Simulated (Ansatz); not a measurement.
# Carbon, fcc under PBE: structure, energy and stiffness

Aim: take carbon in the fcc structure, relax it, solve it on a dense k-mesh, switch on spin-orbit coupling, then scale the cell to 7 volumes from 88 to 112 % of the relaxed one and try a fit of the equation of state. The k-meshes are 18×18×18 for the relaxation; 29×29×29 for the dense run; 17×17×17 for spin-orbit coupling; 20×20×20 for the volumes.

Computed with Ansatz 0.2.0 (DFT PBE, plane waves (420 eV) with PAW, scalar-relativistic, unless a step says otherwise).

### Step 1. The structure to begin with

The structure is cubic, space group Fm-3m (No. 225). Conventional cell: a = 2.980 Å, b = 2.980 Å, c = 2.980 Å, α = 90.00°, β = 90.00°, γ = 90.00°. C (site symmetry m-3m) has 12 C at 2.11 Å as nearest neighbours.

Structure file:

```xyz
1
Lattice="0.0000 1.4900 1.4900 1.4900 0.0000 1.4900 1.4900 1.4900 0.0000" Properties=species:S:1:pos:R:3 pbc="T T T"
C     0.0000    0.0000    0.0000
```

### Step 2. Relaxing cell and atoms

input.yaml

```yaml
crystal:
  lattice:
    - [0.0, 1.4900140304, 1.4900140304]
    - [1.4900140304, 0.0, 1.4900140304]
    - [1.4900140304, 1.4900140304, 0.0]
  atoms:
    - { symbol: C, position: [0.0, 0.0, 0.0] }
hamiltonian:
  xc: pbe
  pseudopotentials:
    kind: paw
    azcp:
      C: "pseudopotentials/C.paw.azcp"
basis:
  ecutwfc: 420
  fft_grid_basis: typed
kpoints:
  mp_grid: { grid: [18, 18, 18], shift: [0, 0, 0] }
magnetization:
  spin_polarized: false
scf:
  occupations: { method: fermi_dirac, width: 0.1 }
relax:
  max_steps: 60
  f_tol: 0.01
  cell: {}
```

Output:

```text
Engine: ansatz 0.2.0, x86_64-unknown-linux-gnu
Pseudopotentials: kind: paw
Pseudopotential: C, paw, valence charge 4, recommended cutoff 420 eV (normal), <dir>
Functional definition: PBE
  parameter kappa = 0.804
  parameter beta = 0.06672455060314922
  exchange = pbe_x(kappa = kappa, mu = beta*pi^2/3)
  correlation = pbe_c(beta = beta)
Crystal: 1 atoms, lattice volume = 6.616 Å³
Basis set: ecut = 420 eV, 137 PW (Γ), exchange–correlation on 30×30×30 points (8 copies of the dense FFT grid, shifted against one another)
Bands: 6, of which v1, the nominal top of the filled ones, is band 2 counted from 1 (1 counted from 0)
Symmetry: 48 space group operations
Space group: Fm-3m (ITA 225), of the structure as read, at distance tolerance 1.9e-5 Å
k-points: 195 of 5832
Non-local potential: C, projectors of the file, l = 0: 2, l = 1: 2, l = 2: 1
PAW form: soft (Blöchl's): semilocal exchange-correlation on the pseudo side does not see the compensation charge
PAW one-centre angular grid: C, 110 points (default); XC on 64 Gauss nodes
Initial density: superposition of atomic densities (neutral atoms: chi_scale 0, normalization atom), corrected by the library's trained network
Initial wavefunctions: pseudopotential atomic-orbital guess
Functional: x = pbe(κ = 0.804, μ = 0.2195149727645171), c = pbe(β = 0.06672455060314922)
SCF iter   1: F=—  HF=-246.338056 eV  |F-HF|=—  |Δ(HF+E_count)|=         —  Δρ=2.78e-3  dr2=6.66e-5  ethr=1.77e-3  ⟨swp⟩=4.8  Hψ=9029  notcnv=0
preconditioner: auto → none  [metal: Δε(μ)=0.045 eV  Ē_g=21.657 eV  σ=0.100 eV  W_gap=0.11  n_scr=0 (ndim 8)  ℏωp=28.9 eV  f_vac=0.000  D(μ)=0.40/eV (n_scr^D=0)]
SCF iter   2: F=—  HF=-246.338161 eV  |F-HF|=—  |Δ(HF+E_count)|=   1.05e-4  Δρ=1.48e-3  dr2=2.70e-5  ethr=1.67e-6  ⟨swp⟩=1.9  Hψ=3001  notcnv=0
SCF iter   3: F=—  HF=-246.338257 eV  |F-HF|=—  |Δ(HF+E_count)|=   9.62e-5  Δρ=4.17e-4  dr2=6.84e-6  ethr=6.76e-7  ⟨swp⟩=2.0  Hψ=1518  notcnv=0
SCF iter   4: F=—  HF=-246.338255 eV  |F-HF|=—  |Δ(HF+E_count)|=   1.87e-6  Δρ=1.72e-4  dr2=1.18e-6  ethr=1.71e-7  ⟨swp⟩=1.0  Hψ=1137  notcnv=0
iter 5 did not close the SCF: its close was put off for the readings that it lacked (scf_convergence_deferred on its scf_iter line)
SCF iter   5: F=-246.338255 eV  HF=-246.338255 eV  |F-HF|=5.18e-11  |Δ(HF+E_count)|=   4.18e-7  Δρ=4.74e-6  dr2=6.47e-10  ethr=2.94e-8  ⟨swp⟩=2.0  Hψ=1514  notcnv=0
SCF iter   6: F=-246.338255 eV  HF=-246.338255 eV  |F-HF|=1.07e-11  |Δ(HF+E_count)|=  1.16e-10  Δρ=9.07e-7  dr2=3.12e-11  ethr=1.62e-11  ⟨swp⟩=1.0  Hψ=3027  notcnv=0
SCF 1 converged in 6 iterations: F = -246.338255 eV  dr2 = 3.12e-11
relax step   1: F+E_penalty+E_count = -246.33825472 eV  Δ(F+E_penalty+E_count) = +0.000e0 eV  max|allowed force component| = 0.000e0 eV/Å  Δτ_max = 0.0000 Å  P = +18.602 GPa  Ω = 6.616 Å³  (6 SCF iters, dr2 threshold 1.00e-7 eV, accepted)
Crystal: 1 atoms, lattice volume = 6.926 Å³
Initial density: handed on by an earlier stage of this run
Initial wavefunctions: those handed on with the density
iter 1 solved again at ethr=4.59e-6 eV; its pass at ethr=3.10e-3 eV (dr2=1.83e-4 eV) is discarded
SCF iter   1: F=—  HF=-246.363672 eV  |F-HF|=—  |Δ(HF+E_count)|=         —  Δρ=2.04e-3  dr2=1.79e-4  ethr=4.59e-6  ⟨swp⟩=1.0  Hψ=11069  notcnv=0
preconditioner: auto → none  [metal: Δε(μ)=0.007 eV  Ē_g=21.070 eV  σ=0.100 eV  W_gap=0.02  n_scr=0 (ndim 8)  ℏωp=28.2 eV  f_vac=0.000  D(μ)=0.40/eV (n_scr^D=0)]
SCF iter   2: F=—  HF=-246.363681 eV  |F-HF|=—  |Δ(HF+E_count)|=   8.75e-6  Δρ=8.27e-4  dr2=2.84e-5  ethr=4.47e-6  ⟨swp⟩=1.0  Hψ=1170  notcnv=0
SCF iter   3: F=—  HF=-246.363694 eV  |F-HF|=—  |Δ(HF+E_count)|=   1.35e-5  Δρ=7.51e-5  dr2=1.50e-7  ethr=7.11e-7  ⟨swp⟩=2.0  Hψ=1552  notcnv=0
SCF iter   4: F=-246.363695 eV  HF=-246.363695 eV  |F-HF|=9.74e-11  |Δ(HF+E_count)|=   2.94e-7  Δρ=1.72e-6  dr2=1.00e-10  ethr=2.50e-9  ⟨swp⟩=3.3  Hψ=2592  notcnv=0
SCF 2 converged in 4 iterations: F = -246.363695 eV  dr2 = 1.00e-10
relax step   2: F+E_penalty+E_count = -246.36369479 eV  Δ(F+E_penalty+E_count) = -2.544e-2 eV  max|allowed force component| = 0.000e0 eV/Å  Δτ_max = 0.0000 Å  P = +9.037 GPa  Ω = 6.926 Å³  energy of the carried Pulay correction = -1.035e-3 eV  (4 SCF iters, dr2 threshold 1.00e-7 eV, accepted)
Crystal: 1 atoms, lattice volume = 7.247 Å³
iter 1 solved again at ethr=4.24e-6 eV; its pass at ethr=3.10e-3 eV (dr2=1.70e-4 eV) is discarded
SCF iter   1: F=—  HF=-246.372319 eV  |F-HF|=—  |Δ(HF+E_count)|=         —  Δρ=1.91e-3  dr2=1.65e-4  ethr=4.24e-6  ⟨swp⟩=1.0  Hψ=11022  notcnv=0
preconditioner: auto → none  [metal: Δε(μ)=0.008 eV  Ē_g=20.511 eV  σ=0.100 eV  W_gap=0.02  n_scr=0 (ndim 8)  ℏωp=27.6 eV  f_vac=0.000  D(μ)=0.41/eV (n_scr^D=0)]
SCF iter   2: F=—  HF=-246.372326 eV  |F-HF|=—  |Δ(HF+E_count)|=   6.40e-6  Δρ=7.69e-4  dr2=2.59e-5  ethr=4.13e-6  ⟨swp⟩=1.0  Hψ=1170  notcnv=0
SCF iter   3: F=—  HF=-246.372338 eV  |F-HF|=—  |Δ(HF+E_count)|=   1.26e-5  Δρ=7.52e-5  dr2=1.59e-7  ethr=6.46e-7  ⟨swp⟩=2.0  Hψ=1550  notcnv=0
SCF iter   4: F=-246.372339 eV  HF=-246.372339 eV  |F-HF|=9.07e-11  |Δ(HF+E_count)|=   3.06e-7  Δρ=1.82e-6  dr2=1.34e-10  ethr=2.50e-9  ⟨swp⟩=3.3  Hψ=2599  notcnv=0
SCF 3 converged in 4 iterations: F = -246.372339 eV  dr2 = 1.34e-10
relax step   3: F+E_penalty+E_count = -246.37233876 eV  Δ(F+E_penalty+E_count) = -8.644e-3 eV  max|allowed force component| = 0.000e0 eV/Å  Δτ_max = 0.0000 Å  P = +0.874 GPa  Ω = 7.247 Å³  energy of the carried Pulay correction = -2.057e-3 eV  (4 SCF iters, dr2 threshold 1.00e-7 eV, accepted)
Crystal: 1 atoms, lattice volume = 7.286 Å³
iter 1 solved again at ethr=5.42e-8 eV; its pass at ethr=3.10e-3 eV (dr2=2.17e-6 eV) is discarded
SCF iter   1: F=—  HF=-246.372323 eV  |F-HF|=—  |Δ(HF+E_count)|=         —  Δρ=2.16e-4  dr2=2.13e-6  ethr=5.42e-8  ⟨swp⟩=1.6  Hψ=10401  notcnv=0
preconditioner: auto → none  [metal: Δε(μ)=0.028 eV  Ē_g=20.447 eV  σ=0.100 eV  W_gap=0.07  n_scr=0 (ndim 8)  ℏωp=27.5 eV  f_vac=0.000  D(μ)=0.41/eV (n_scr^D=0)]
SCF iter   2: F=—  HF=-246.372324 eV  |F-HF|=—  |Δ(HF+E_count)|=   8.64e-7  Δρ=8.72e-5  dr2=3.31e-7  ethr=5.32e-8  ⟨swp⟩=1.0  Hψ=1171  notcnv=0
SCF iter   3: F=-246.372324 eV  HF=-246.372324 eV  |F-HF|=3.98e-9  |Δ(HF+E_count)|=   1.54e-7  Δρ=8.65e-6  dr2=2.09e-9  ethr=2.50e-9  ⟨swp⟩=3.4  Hψ=2647  notcnv=0
SCF 4 converged in 3 iterations: F = -246.372324 eV  dr2 = 2.09e-9
relax step   4: F+E_penalty+E_count = -246.37232403 eV  Δ(F+E_penalty+E_count) = +1.473e-5 eV  max|allowed force component| = 0.000e0 eV/Å  Δτ_max = 0.0000 Å  P = -0.001 GPa  Ω = 7.286 Å³  energy of the carried Pulay correction = -2.175e-3 eV  (3 SCF iters, dr2 threshold 1.00e-7 eV, accepted)
Initial wavefunctions: pseudopotential atomic-orbital guess (no wavefunctions were taken with the density)
iter 1 solved again at ethr=1.14e-6 eV; its pass at ethr=3.10e-3 eV (dr2=4.56e-5 eV) is discarded
SCF iter   1: F=—  HF=-246.375993 eV  |F-HF|=—  |Δ(HF+E_count)|=         —  Δρ=6.14e-4  dr2=4.43e-6  ethr=1.14e-6  ⟨swp⟩=2.3  Hψ=12056  notcnv=0
preconditioner: auto → none  [metal: Δε(μ)=0.028 eV  Ē_g=20.444 eV  σ=0.100 eV  W_gap=0.07  n_scr=0 (ndim 8)  ℏωp=27.5 eV  f_vac=0.000  D(μ)=0.41/eV (n_scr^D=0)]
SCF iter   2: F=—  HF=-246.376001 eV  |F-HF|=—  |Δ(HF+E_count)|=   7.56e-6  Δρ=3.01e-4  dr2=8.79e-7  ethr=1.11e-7  ⟨swp⟩=2.0  Hψ=1548  notcnv=0
SCF iter   3: F=—  HF=-246.376004 eV  |F-HF|=—  |Δ(HF+E_count)|=   3.23e-6  Δρ=3.15e-5  dr2=1.22e-8  ethr=2.20e-8  ⟨swp⟩=2.0  Hψ=1550  notcnv=0
SCF iter   4: F=-246.376004 eV  HF=-246.376004 eV  |F-HF|=1.26e-11  |Δ(HF+E_count)|=   3.35e-8  Δρ=6.35e-7  dr2=6.34e-12  ethr=1.00e-12  ⟨swp⟩=3.4  Hψ=4191  notcnv=0
SCF 5 converged in 4 iterations: F = -246.376004 eV  dr2 = 6.34e-12
relax step   5: F+E_penalty+E_count = -246.37600406 eV  Δ(F+E_penalty+E_count) = -3.680e-3 eV  max|allowed force component| = 0.000e0 eV/Å  Δτ_max = 0.0000 Å  P = +0.766 GPa  Ω = 7.286 Å³  stress off target by 7.66e-1 GPa  SCF on the basis re-selected at this cell (its energy is not comparable with the rows above)  (4 SCF iters)
basis re-selected at this cell: Δ(F+E_penalty+E_count) = -3.680e-3 eV, ΔP = +0.767 GPa vs the last step (what re-selecting the basis moved, of the pressure what is left beyond the Pulay correction that the steps carried, after the strain that the cell walked since its last selection, with what the two solves' SCF thresholds leave and, on support functions, any second-order correction that the steps lacked; it is no measure of the basis error at this ecutwfc). This SCF's stress stands 7.66e-1 GPa from its target on what of the cell is left free (relax.cell.stress_tol is 5.00e-2 GPa) and its largest allowed force component is 0.00e0 eV/Å (relax.f_tol is 1.00e-2 eV/Å): not within both, so this SCF does not close the relaxation
Crystal: 1 atoms, lattice volume = 7.319 Å³
iter 1 solved again at ethr=3.89e-8 eV; its pass at ethr=3.10e-3 eV (dr2=1.56e-6 eV) is discarded
SCF iter   1: F=—  HF=-246.375968 eV  |F-HF|=—  |Δ(HF+E_count)|=         —  Δρ=1.80e-4  dr2=1.53e-6  ethr=3.89e-8  ⟨swp⟩=1.7  Hψ=10461  notcnv=0
preconditioner: auto → none  [metal: Δε(μ)=0.032 eV  Ē_g=20.389 eV  σ=0.100 eV  W_gap=0.08  n_scr=0 (ndim 8)  ℏωp=27.5 eV  f_vac=0.000  D(μ)=0.41/eV (n_scr^D=0)]
SCF iter   2: F=—  HF=-246.375969 eV  |F-HF|=—  |Δ(HF+E_count)|=   7.20e-7  Δρ=7.25e-5  dr2=2.40e-7  ethr=3.82e-8  ⟨swp⟩=1.0  Hψ=1173  notcnv=0
SCF iter   3: F=-246.375969 eV  HF=-246.375969 eV  |F-HF|=2.67e-9  |Δ(HF+E_count)|=   1.08e-7  Δρ=6.99e-6  dr2=1.45e-9  ethr=2.50e-9  ⟨swp⟩=3.3  Hψ=2609  notcnv=0
SCF 6 converged in 3 iterations: F = -246.375969 eV  dr2 = 1.45e-9
relax step   6: F+E_penalty+E_count = -246.37596888 eV  Δ(F+E_penalty+E_count) = +3.518e-5 eV  max|allowed force component| = 0.000e0 eV/Å  Δτ_max = 0.0000 Å  P = +0.045 GPa  Ω = 7.319 Å³  energy of the carried Pulay correction = -1.204e-4 eV  (3 SCF iters, dr2 threshold 1.00e-7 eV, accepted)
iter 1 solved again at ethr=8.43e-7 eV; its pass at ethr=3.10e-3 eV (dr2=3.37e-5 eV) is discarded
SCF iter   1: F=—  HF=-246.376087 eV  |F-HF|=—  |Δ(HF+E_count)|=         —  Δρ=2.48e-5  dr2=8.65e-9  ethr=8.43e-7  ⟨swp⟩=2.5  Hψ=12117  notcnv=0
eigensolver tolerance schedule: the retry pair's looser diagonalisation over-reported the residual by 3896.68 of it (diagonalisation noise at an unbounded share of the residual, at the tolerance the schedule requests for it); recorded, not acted on — ethr = c·dr2/N_el stays at c = 1.0e-1
preconditioner: auto → none  [metal: Δε(μ)=0.032 eV  Ē_g=20.388 eV  σ=0.100 eV  W_gap=0.08  n_scr=0 (ndim 8)  ℏωp=27.5 eV  f_vac=0.000  D(μ)=0.41/eV (n_scr^D=0)]
SCF iter   2: F=—  HF=-246.376088 eV  |F-HF|=—  |Δ(HF+E_count)|=   6.77e-7  Δρ=1.21e-5  dr2=1.77e-9  ethr=2.16e-10  ⟨swp⟩=2.0  Hψ=1429  notcnv=0
SCF iter   3: F=—  HF=-246.376088 eV  |F-HF|=—  |Δ(HF+E_count)|=   3.82e-9  Δρ=1.14e-6  dr2=1.87e-11  ethr=4.43e-11  ⟨swp⟩=2.1  Hψ=1560  notcnv=0
SCF iter   4: F=-246.376088 eV  HF=-246.376088 eV  |F-HF|=5.68e-14  |Δ(HF+E_count)|=  4.25e-11  Δρ=4.62e-8  dr2=2.83e-14  ethr=1.00e-12  ⟨swp⟩=4.0  Hψ=2930  notcnv=0
SCF 7 converged in 4 iterations: F = -246.376088 eV  dr2 = 2.83e-14
relax step   7: F+E_penalty+E_count = -246.37608799 eV  Δ(F+E_penalty+E_count) = -1.191e-4 eV  max|allowed force component| = 0.000e0 eV/Å  Δτ_max = 0.0000 Å  P = +0.057 GPa  Ω = 7.319 Å³  stress off target by 5.71e-2 GPa  SCF on the basis re-selected at this cell (its energy is not comparable with the rows above)  (4 SCF iters)
basis re-selected at this cell: Δ(F+E_penalty+E_count) = -1.191e-4 eV, ΔP = +0.012 GPa vs the last step (what re-selecting the basis moved, of the pressure what is left beyond the Pulay correction that the steps carried, after the strain that the cell walked since its last selection, with what the two solves' SCF thresholds leave and, on support functions, any second-order correction that the steps lacked; it is no measure of the basis error at this ecutwfc). This SCF's stress stands 5.71e-2 GPa from its target on what of the cell is left free (relax.cell.stress_tol is 5.00e-2 GPa) and its largest allowed force component is 0.00e0 eV/Å (relax.f_tol is 1.00e-2 eV/Å): not within both, so this SCF does not close the relaxation
Crystal: 1 atoms, lattice volume = 7.322 Å³
iter 1 solved again at ethr=2.44e-10 eV; its pass at ethr=3.10e-3 eV (dr2=9.75e-9 eV) is discarded
SCF iter   1: F=—  HF=-246.376078 eV  |F-HF|=—  |Δ(HF+E_count)|=         —  Δρ=1.42e-5  dr2=9.60e-9  ethr=2.44e-10  ⟨swp⟩=1.7  Hψ=10438  notcnv=0
preconditioner: auto → none  [metal: Δε(μ)=0.032 eV  Ē_g=20.384 eV  σ=0.100 eV  W_gap=0.08  n_scr=0 (ndim 8)  ℏωp=27.4 eV  f_vac=0.000  D(μ)=0.41/eV (n_scr^D=0)]
SCF iter   2: F=-246.376079 eV  HF=-246.376079 eV  |F-HF|=5.51e-10  |Δ(HF+E_count)|=   6.60e-7  Δρ=5.74e-6  dr2=1.51e-9  ethr=2.04e-10  ⟨swp⟩=1.9  Hψ=3308  notcnv=0
SCF 8 converged in 2 iterations: F = -246.376079 eV  dr2 = 1.51e-9
relax step   8: F+E_penalty+E_count = -246.37607899 eV  Δ(F+E_penalty+E_count) = +8.997e-6 eV  max|allowed force component| = 0.000e0 eV/Å  Δτ_max = 0.0000 Å  P = +0.000 GPa  Ω = 7.322 Å³  energy of the carried Pulay correction = -9.479e-6 eV  (2 SCF iters, dr2 threshold 8.15e-9 eV, accepted)
iter 1 solved again at ethr=8.21e-7 eV; its pass at ethr=3.10e-3 eV (dr2=3.28e-5 eV) is discarded
SCF iter   1: F=—  HF=-246.376097 eV  |F-HF|=—  |Δ(HF+E_count)|=         —  Δρ=5.19e-6  dr2=1.10e-9  ethr=8.21e-7  ⟨swp⟩=2.5  Hψ=12113  notcnv=0
eigensolver tolerance schedule: the retry pair's looser diagonalisation over-reported the residual by 29911.71 of it (diagonalisation noise at an unbounded share of the residual, at the tolerance the schedule requests for it); recorded, not acted on — ethr = c·dr2/N_el stays at c = 1.0e-1
SCF iter   2: F=—  HF=-246.376098 eV  |F-HF|=—  |Δ(HF+E_count)|=   8.61e-7  Δρ=2.59e-6  dr2=2.60e-10  ethr=2.75e-11  ⟨swp⟩=2.1  Hψ=1530  notcnv=0
SCF iter   3: F=-246.376098 eV  HF=-246.376098 eV  |F-HF|=3.98e-13  |Δ(HF+E_count)|=  2.53e-10  Δρ=1.22e-7  dr2=4.28e-13  ethr=1.00e-12  ⟨swp⟩=2.8  Hψ=3946  notcnv=0
SCF 9 converged in 3 iterations: F = -246.376098 eV  dr2 = 4.28e-13
relax step   9: F+E_penalty+E_count = -246.37609822 eV  Δ(F+E_penalty+E_count) = -1.922e-5 eV  max|allowed force component| = 0.000e0 eV/Å  Δτ_max = 0.0000 Å  P = +0.001 GPa  Ω = 7.322 Å³  stress off target by 1.27e-3 GPa  SCF on the basis re-selected at this cell (its energy is not comparable with the rows above)  (3 SCF iters)
basis re-selected at this cell: Δ(F+E_penalty+E_count) = -1.922e-5 eV, ΔP = +0.001 GPa vs the last step (what re-selecting the basis moved, of the pressure what is left beyond the Pulay correction that the steps carried, after the strain that the cell walked since its last selection, with what the two solves' SCF thresholds leave and, on support functions, any second-order correction that the steps lacked; it is no measure of the basis error at this ecutwfc). This SCF's stress stands 1.27e-3 GPa from its target on what of the cell is left free (relax.cell.stress_tol is 5.00e-2 GPa) and its largest allowed force component is 0.00e0 eV/Å (relax.f_tol is 1.00e-2 eV/Å): within both
SCF converged after 3 iterations
Free energy (F): -246.376098 eV
Harris-Foulkes:  -246.376098 eV  (|F-HF|=3.98e-13)
Internal energy: -246.362998 eV  (E = F + TS)
E sigma→0 (E₀):  -246.369548 eV
Entropy (-TS):   -0.013100 eV (-13.100 meV/atom)
Fermi energy:    10.336500 eV
--- Per-component energies (eV) ---
  E_band       = 12.900888
  E_kinetic    = 77.121524
  E_local      = -43.381375  (includes V_loc(G=0)·N_el)
  E_nonlocal   = 28.793710
  E_hartree    = 5.647564
  E_xc         = -46.091159
  E_vxc        = -56.960930  (∫ρ·V_xc dr)
  E_paw        = -97.108797  (= ΣΔE_a)
  E_vpaw       = -3.967168  (= ΣTr[D̂ρ^β])
  E_aug_tail   = 0.000001  (compensation charges beyond the density's cutoff)
  E_ewald      = -171.344465
  E_smearing   = -0.013100  (= −TS)
  E_closure    = 0.000000  (closes the sum)
  Σ components = -246.376098   (vs F -246.376098, Δ=0.00e0)
--- Forces (eV/Å), atoms counted from 1 ---
  atom   1  C      0.00000000     0.00000000     0.00000000
  max |Σ_I F_I| component: 7.19e-33 eV/Å
--- Stress (GPa, compression-positive) ---
        0.001268       0.000000       0.000000
        0.000000       0.001268       0.000000
        0.000000       0.000000       0.001268
  P = ⅓ Tr σ = 0.0013 GPa (0.013 kbar)
--- Relaxed structure (6 steps of the walk, 6 accepted, 3 SCFs on fresh bases) ---
  F+E_penalty+E_count = -246.37609822 eV   max|allowed force component| = 0.000e0 eV/Å   (the final SCF, on the basis selected at the relaxed cell)
  cell:  # Å, volume = 7.3221 Å³
    - [3.1591306638607894e-33, 1.5412318899274597, 1.5412318899274597]
    - [1.5412318899274597, 5.604909201529919e-34, 1.5412318899274597]
    - [1.5412318899274597, 1.5412318899274597, 9.17166965921206e-34]
  atoms:
    - { symbol: C, position: [0.0, 0.0, 0.0] }
```

Run time: 9.9 s. Hardware: 1 thread of an x86-64 CPU, shared host; peak memory 0.46 GiB.

The steps of the relaxation:

```csv
step,energy change (meV/atom),largest force (eV/Å),pressure (GPa),volume (Å³/atom)
1,0.00,0.0000,18.60,6.616
2,-25.44,0.0000,9.04,6.926
3,-34.08,0.0000,0.87,7.247
4,-34.07,0.0000,0.00,7.286
5,-37.75,0.0000,0.77,7.286
6,-37.71,0.0000,0.04,7.319
7,-37.83,0.0000,0.06,7.319
8,-37.82,0.0000,0.00,7.322
9,-37.84,0.0000,0.00,7.322
```

Steps that repeat a cell are solved on a basis chosen anew, so their changes of energy are no gain of the relaxation.

Changes in the cell that was computed:

|  | before | after | change |
| --- | --- | --- | --- |
| a (Å) | 2.107 | 2.180 | +3.4 % |
| b (Å) | 2.107 | 2.180 | +3.4 % |
| c (Å) | 2.107 | 2.180 | +3.4 % |
| volume (Å³/atom) | 6.616 | 7.322 | +10.7 % |
| shortest distance (Å) | 2.107 | 2.180 | +3.4 % |
| space group (spins left aside) | Fm-3m | Fm-3m | same |

### Step 3. Single point on a dense mesh

input.yaml

```yaml
crystal:
  lattice:
    - [0.0, 1.5412318899, 1.5412318899]
    - [1.5412318899, 0.0, 1.5412318899]
    - [1.5412318899, 1.5412318899, 0.0]
  atoms:
    - { symbol: C, position: [0.0, 0.0, 0.0] }
hamiltonian:
  xc: pbe
  pseudopotentials:
    kind: paw
    azcp:
      C: "pseudopotentials/C.paw.azcp"
basis:
  ecutwfc: 420
  fft_grid_basis: typed
kpoints:
  mp_grid: { grid: [29, 29, 29], shift: [0, 0, 0] }
magnetization:
  spin_polarized: false
scf:
  occupations: { method: fermi_dirac, width: 0.1 }
```

Output, shortened:

```text
[...]
[... 3 set-up lines as earlier in the session ...]
[...]
Crystal: 1 atoms, lattice volume = 7.322 Å³
Basis set: ecut = 420 eV, 137 PW (Γ)
Bands: 6, of which v1, the nominal top of the filled ones, is band 2 counted from 1 (1 counted from 0)
[... 2 set-up lines as earlier in the session ...]
k-points: 680 of 24389
[...]
SCF iter   1: F=—  HF=-246.375417 eV  |F-HF|=—  |Δ(HF+E_count)|=         —  Δρ=2.42e-3  dr2=1.12e-4  ethr=1.77e-3  ⟨swp⟩=4.9  Hψ=31334  notcnv=0
[...]
SCF iter   6: F=-246.375433 eV  HF=-246.375433 eV  |F-HF|=1.61e-9  |Δ(HF+E_count)|=   8.38e-9  Δρ=8.51e-6  dr2=3.43e-9  ethr=6.57e-10  ⟨swp⟩=1.0  Hψ=10075  notcnv=0
[...]
SCF converged after 6 iterations
Free energy (F): -246.375433 eV
[...]
E sigma→0 (E₀):  -246.369077 eV
Entropy (-TS):   -0.012711 eV (-12.711 meV/atom)
Fermi energy:    10.361411 eV
[...]
```

It took 3.3 s on 1 thread of an x86-64 CPU, shared host; peak memory 0.47 GiB.

[end of part 1 of 2]
